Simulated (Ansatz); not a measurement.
Take a crystal in which Ge has been replaced by Pb on all its sites, with the cell rescaled by a rough guess (in some cases also distorted within its space group) and nothing relaxed:

```
Pb
1.0
     0.00000    2.42006    2.42006
     2.42006    0.00000    2.42006
     2.42006    2.42006    0.00000
Pb
1
Direct
  0.00000 0.00000 0.00000
```

Method: DFT PBE, scalar-relativistic, plane waves, PAW in Ansatz.

Cutoff 420 eV; k points 16×16×16 on the computed 1-atom cell (Γ-centred); Gaussian smearing, width 0.10 eV; no spin polarisation.

(1) What pressure does the cell carry?

(2) Is it a metal on this mesh?

Spin-orbit coupling is left out, which matters for the bands of heavy elements.

Results:

(1) The pressure is 6.4 GPa (positive in compression), so the cell would expand.

(2) Yes, a band crosses the Fermi level.